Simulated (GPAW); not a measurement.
# SnTe (Fm-3m) in GPAW: a series of runs

The runs below take SnTe through dielectric tensor, with PBE.

Program: GPAW 26.7.0. These are calculated values, not measurements. Logs are shortened: lines on timing, memory, paths and dates and some standing lists are left out, and cuts for length are marked. The log counts tension as positive stress, the text compression.

**The experiment to reproduce.**

A printed reference work, textbook reports, for a bulk crystal of SnTe at 300 K: band gap 0.18 eV (direct).

How close the calculation comes is told below.

## 1. Starting point

The structure is cubic, space group Fm-3m (No. 225). The conventional cell has a = 6.302 Å, b = 6.302 Å, c = 6.302 Å, α = 90.00°, β = 90.00°, γ = 90.00°. Around Te (site symmetry m-3m) lie 6 Sn at 3.15 Å. Around Sn (site symmetry m-3m) lie 6 Te at 3.15 Å.

## 2. Dielectric tensor, PBE

run.py reads:

```python
import numpy as np
from ase import Atoms
from ase.dft.bandgap import bandgap
from ase.io import write
from gpaw import GPAW, PW
from gpaw.response.df import DielectricFunction

atoms = Atoms(['Te', 'Sn'],
              cell=[[0.0, 3.15085, 3.15085],
                    [3.15085, 0.0, 3.15085],
                    [3.15085, 3.15085, 0.0]],
              scaled_positions=[[0.5, 0.5, 0.5],
                                [0.0, 0.0, 0.0]],
              pbc=True)

calc = GPAW(mode=PW(450),
            xc='PBE',
            kpts={'size': (6, 6, 6), 'gamma': True},
            occupations={'name': 'fermi-dirac', 'width': 0.001},
            nbands=19,
            convergence={'density': 1e-06},
            maxiter=150,
            txt='gpaw.txt')
atoms.calc = calc
energy = atoms.get_potential_energy()
calc.write('gs.gpw')
write('result.traj', atoms)
print(f'Energy: {energy:.6f} eV')
print('Fermi level:', round(calc.get_fermi_level(), 4), 'eV')
print(f'Gap: {bandgap(calc)[0]:.4f} eV, direct: {bandgap(calc, direct=True)[0]:.4f} eV')

for size in [(18, 18, 18)]:
    name = 'x'.join(str(n) for n in size)
    dense = calc.fixed_density(kpts={'size': size, 'gamma': True},
                               nbands=36, convergence={'bands': 30, 'eigenstates': 1e-7},
                               update_fermi_level=True, txt=f'dense-{name}.txt')
    dense.write(f'{name}.gpw', mode='all')
    df = DielectricFunction(f'{name}.gpw', frequencies=np.array([0.0]), hilbert=False, eta=0.001,
                            ecut=80, nbands=30, intraband=False, txt=f'df-{name}.txt')
    for xc in ['RPA']:
        for direction in ['x', 'y', 'z', [0, 1, 1], [1, 0, 1], [1, 1, 0]]:
            e0, e = df.get_macroscopic_dielectric_constant(xc=xc, direction=direction)
            print(f'{name} {xc} {direction}: {e0:.4f} without, {e:.4f} with local fields')
```

Potentials or basis: GPAW PAW data sets (gpaw-data 1.2.1), pw.

The run is started by

```sh
$ OMP_NUM_THREADS=1 python run.py
```

gpaw.txt:

```text
__  _  _
 | _ |_)|_||  |
 |__||  | ||/\| - 26.7.0

Input parameters:
  mode=PW(ecut=450.00000000000006),
  convergence={'density': 1e-06},
  kpts=MonkhorstPack(size=(6, 6, 6), gamma=True),
  maxiter=150,
  nbands=19,
  occupations=Occupations(name='fermi-dirac', width=0.001),
  xc=XC(name='PBE')

Diagonalizing LCAO Hamiltonian
Converting LCAO to pw mode

                 Te

       Sn

Atoms  # Å, Bohr magnetons
|   | symbol |        x |        y |        z |    initial magnetic moments |
|---|--------|----------|----------|----------|-----------------------------|
| 0 |     Te | 3.150850 | 3.150850 | 3.150850 | ( 0.0000,  0.0000,  0.0000) |
| 1 |     Sn | 0.000000 | 0.000000 | 0.000000 | ( 0.0000,  0.0000,  0.0000) |

Unit cell  # Å
| periodic |        x |        y |        z |  lengths |    angles |
|----------|----------|----------|----------|----------|-----------|
|      yes | 0.000000 | 3.150850 | 3.150850 | 4.455975 | 60.000000 |
|      yes | 3.150850 | 0.000000 | 3.150850 | 4.455975 | 60.000000 |
|      yes | 3.150850 | 3.150850 | 0.000000 | 4.455975 | 60.000000 |

Number of symmetries: 48
Symmetry operations  # r_c * U_cc + t_c -> r_c
|    | kind |            matrix            |
|----|------|------------------------------|
|  0 |  σ   |  1, 0, 0,  1, 0,-1,  1,-1, 0 |
|  1 |  C2  |  1, 0, 0,  1,-1, 0,  1, 0,-1 |
|  2 |  E   |  1, 0, 0,  0, 1, 0,  0, 0, 1 |
|  3 |  σ   |  1, 0, 0,  0, 0, 1,  0, 1, 0 |
|  4 |  C4  |  1, 0,-1,  1, 0, 0,  1,-1, 0 |
|  5 |  S6  |  1, 0,-1,  1,-1, 0,  1, 0, 0 |
|  6 |  σ   |  1, 0,-1,  0, 1,-1,  0, 0,-1 |
|  7 |  C3  |  1, 0,-1,  0, 0,-1,  0, 1,-1 |
|  8 |  S6  |  1,-1, 0,  1, 0, 0,  1, 0,-1 |
|  9 |  C4  |  1,-1, 0,  1, 0,-1,  1, 0, 0 |
| 10 |  C3  |  1,-1, 0,  0,-1, 1,  0,-1, 0 |
| 11 |  σ   |  1,-1, 0,  0,-1, 0,  0,-1, 1 |
| 12 |  σ   |  0, 1, 0,  1, 0, 0,  0, 0, 1 |
| 13 |  C4  |  0, 1, 0,  0, 1,-1, -1, 1, 0 |
| 14 |  C3  |  0, 1, 0,  0, 0, 1,  1, 0, 0 |
| 15 |  S6  |  0, 1, 0, -1, 1, 0,  0, 1,-1 |
| 16 |  C2  |  0, 1,-1,  1, 0,-1,  0, 0,-1 |
| 17 |  σ   |  0, 1,-1,  0, 1, 0, -1, 1, 0 |
| 18 |  S4  |  0, 1,-1,  0, 0,-1,  1, 0,-1 |
| 19 |  C4  |  0, 1,-1, -1, 1, 0,  0, 1, 0 |
| 20 |  C3  |  0, 0, 1,  1, 0, 0,  0, 1, 0 |
| 21 |  σ   |  0, 0, 1,  0, 1, 0,  1, 0, 0 |
| 22 |  S6  |  0, 0, 1,  0,-1, 1, -1, 0, 1 |
| 23 |  C4  |  0, 0, 1, -1, 0, 1,  0,-1, 1 |
| 24 |  S4  |  0, 0,-1,  1, 0,-1,  0, 1,-1 |
| 25 |  C3  |  0, 0,-1,  0, 1,-1,  1, 0,-1 |
| 26 |  C2  |  0, 0,-1,  0,-1, 0, -1, 0, 0 |
| 27 |  S6  |  0, 0,-1, -1, 0, 0,  0,-1, 0 |
| 28 |  S4  |  0,-1, 1,  1,-1, 0,  0,-1, 0 |
| 29 |  C4  |  0,-1, 1,  0, 0, 1, -1, 0, 1 |
| 30 |  C2  |  0,-1, 1,  0,-1, 0,  1,-1, 0 |
| 31 |  σ   |  0,-1, 1, -1, 0, 1,  0, 0, 1 |
| 32 |  C3  |  0,-1, 0,  1,-1, 0,  0,-1, 1 |
| 33 |  S6  |  0,-1, 0,  0, 0,-1, -1, 0, 0 |
| 34 |  S4  |  0,-1, 0,  0,-1, 1,  1,-1, 0 |
| 35 |  C2  |  0,-1, 0, -1, 0, 0,  0, 0,-1 |
| 36 |  C2  | -1, 1, 0,  0, 1, 0,  0, 1,-1 |
| 37 |  S6  | -1, 1, 0,  0, 1,-1,  0, 1, 0 |
| 38 |  S4  | -1, 1, 0, -1, 0, 1, -1, 0, 0 |
| 39 |  C3  | -1, 1, 0, -1, 0, 0, -1, 0, 1 |
| 40 |  S6  | -1, 0, 1,  0, 0, 1,  0,-1, 1 |
| 41 |  C2  | -1, 0, 1,  0,-1, 1,  0, 0, 1 |
| 42 |  C3  | -1, 0, 1, -1, 1, 0, -1, 0, 0 |
| 43 |  S4  | -1, 0, 1, -1, 0, 0, -1, 1, 0 |
| 44 |  C2  | -1, 0, 0,  0, 0,-1,  0,-1, 0 |
| 45 |  i   | -1, 0, 0,  0,-1, 0,  0, 0,-1 |
| 46 |  σ   | -1, 0, 0, -1, 1, 0, -1, 0, 1 |
| 47 |  C2  | -1, 0, 0, -1, 0, 1, -1, 1, 0 |

BZ-sampling:
  Number of BZ points: 216
  Number of IBZ points: 16

  Monkhorst-Pack size: [6, 6, 6]
  Monkhorst-Pack shift: [0.08333333333333333, 0.08333333333333333, 0.08333333333333333]

K-points  # in reciprocal-cell coordinates
|     |                                coordinates |     weight |
|-----|--------------------------------------------|------------|
|   0 | (  0.00000000,   0.00000000,   0.00000000) | 0.00462963 |
|   1 | (  0.16666667,   0.16666667,   0.00000000) | 0.02777778 |
|   2 | (  0.16666667,   0.16666667,   0.16666667) | 0.03703704 |
|   3 | (  0.33333333,   0.16666667,   0.16666667) | 0.05555556 |
|   4 | (  0.33333333,   0.33333333,  -0.33333333) | 0.05555556 |
|   5 | (  0.33333333,   0.33333333,   0.00000000) | 0.02777778 |
|   6 | (  0.33333333,   0.33333333,   0.16666667) | 0.11111111 |
|   7 | (  0.33333333,   0.33333333,   0.33333333) | 0.03703704 |
|   8 | (  0.50000000,   0.33333333,  -0.33333333) | 0.11111111 |
|   9 | (  0.50000000,   0.33333333,  -0.16666667) | 0.05555556 |
| ... |                                            |            |
|  15 | (  0.50000000,   0.50000000,   0.50000000) | 0.01851852 |

Plane wave coefficients: 1380
Cutoff: 450.00000000000006 eV

Spin-components: 1 (collinear spins)
Bands:           19
Projectors:      11
Spin-degeneracy: 2
Datatype:        complex128

Parallelization:
  kpt:    1
  domain: 1
  band:   1

Density:
  Valence electrons: 20.0
  Components: 1
  Grid points: [24 24 24]
  Charge: 0.0  # |e|

Potential:
  Grid points: [24 24 24]

species:
  Te:
    name:    Tellurium
    Z:       52.0
    valence: 6
    core:    46
    charge:  0.0  # [|e|]
    compensation charges:
      type: gauss
      rc: 0.36  # [Å]
      lmax: 2
    cutoffs:
      filter: 2.09  # [Å]
      core: 3.17  # [Å]
    projectors
    | kind |    occ | energy [eV] | rcut [Å] |
    |------|--------|-------------|----------|
    |   5s |  2.000 |     -15.089 |    1.180 |
    |   5p |  4.000 |      -5.955 |    1.196 |
    |    s |        |      12.123 |    1.180 |
    |    p |        |      21.256 |    1.196 |
    |    d |        |       0.000 |    1.238 |

    Using partial waves for Te as LCAO basis

  Sn:
    name:    Tin
    Z:       50.0
    valence: 14
    core:    36
    charge:  0.0  # [|e|]
    compensation charges:
      type: gauss
      rc: 0.38  # [Å]
      lmax: 2
    cutoffs:
      filter: 2.23  # [Å]
      core: 2.35  # [Å]
    projectors
    | kind |    occ | energy [eV] | rcut [Å] |
    |------|--------|-------------|----------|
    |   5s |  2.000 |     -10.538 |    1.201 |
    |   5p |  2.000 |      -3.696 |    1.270 |
    |   4d | 10.000 |     -25.845 |    1.185 |
    |    s |        |      16.674 |    1.201 |
    |    p |        |      23.515 |    1.270 |
    |    d |        |       1.367 |    1.185 |

    Using partial waves for Sn as LCAO basis

Reference energy: -352801.376741  # eV

eigensolver:
  PPCG
  Converge bands: occupied
  niter=2

density mixing:
  MSR1-Mixer
  Pratt-step length: 0.05
  Maximum mixing coefficient: 0.75
  Old densities: 10
  SVD Regularization: 0.005
  Good broyden scale: 1.0
  Trust region scale: 1.0
  Backstep threshold: 4.0
  History deletion threshold: 6.0
  Fourier metric: weight=20.0, sigma=0.015

occupation numbers:
  Fermi-Dirac:
    width: 0.0010  # eV

poisson solver:
  ecut: 3600.0000000000005  # eV

xc functional:
  name: PBE with 2 nearest neighbor stencil

convergence criteria:
- Maximum integral of absolute [dens]ity change: 1e-06 electrons / valence electron
- Maximum [total energy] change in last 3 cyles: 0.0005 eV / valence electron
- Maximum integral of absolute [eigenst]ate change: 4e-08 eV^2 / valence electron
maximum number of iterations: 150

SCF iterations
|iter     | |      energy | eigst |  dens |
|---------|-|-------------|-------|-------|
|iter:   1| |   -7.805059 | -0.19 |       |
|iter:   2| |   -7.798799 | -2.34 | -1.48 |
|iter:   3| |   -7.768016 | -2.72 | -1.52 |
|iter:   4| |   -7.769290 | -4.18 | -2.11 |
|iter:   5| |   -7.769504c| -4.82 | -2.61 |
|iter:   6| |   -7.769511c| -6.25 | -3.32 |
|iter:   7| |   -7.769512c| -7.59c| -4.17 |
|iter:   8| |   -7.769512c| -7.65c| -4.71 |
|iter:   9| |   -7.769512c| -8.18c| -5.80 |
|iter:  10| |   -7.769512c| -8.74c| -6.39c|

Converged in 10 steps
Energy contributions relative to reference atoms: (reference = -352801.376741)

Energy contributions:
  Kinetic:          15.136822
  Coulomb:         -15.196085
  Zero:              0.183614
  External:          0.000000
  Xc:               -7.893862
  Entropy:          -0.000000
  Spinorbit:         0.000000
  ----------------------------
  Free energy:      -7.769512
  Extrapolated:     -7.769512

dipole moment: (-21.371140, -21.371140, -21.371140)  # |e|*Ang

Fermi level: 6.505
Eigenvalues  # (at kpt = [0.000, 0.000, 0.000])
| band index |      eig [eV] | occ [0-2] |
|------------|---------------|-----------|
|          0 |       -15.437 |     2.000 |
|        ... |               |           |
|          2 |       -15.430 |     2.000 |
|          3 |       -15.430 |     2.000 |
|          4 |       -15.430 |     2.000 |
|          5 |        -6.331 |     2.000 |
|          6 |         1.797 |     2.000 |
|          7 |         4.305 |     2.000 |
[... 9 lines left out ...]
|         17 |        13.375 |     0.000 |
|         18 |        13.375 |     0.000 |

Gap: 0.105 eV
Transition (v -> c):
  (s=0, k=15, n=9, [0.50, 0.50, 0.50]) -> (s=0, k=15, n=10, [0.50, 0.50, 0.50])
No difference between direct/indirect transitions
# Writing to gs.gpw (mode='')
```

It took 4.8 min on 1 thread of Arm Neoverse V1, shared host; peak memory 0.51 GiB.

Results:

* Free energy: -7.7695 eV
* Band gap on the k mesh: 0.11 eV, direct
* Electronic dielectric tensor (diagonal): 75.69

Electronic dielectric tensor:
```
75.69  0.00  0.00
 0.00 75.69  0.00
 0.00  0.00 75.69
```

Caveat: the gap is small at this level, which inflates the dielectric constant; the long-wavelength limit can be off by a per cent or two; spin-orbit coupling is left out, which moves the levels of the heavy elements.

[end of part 1 of 2]
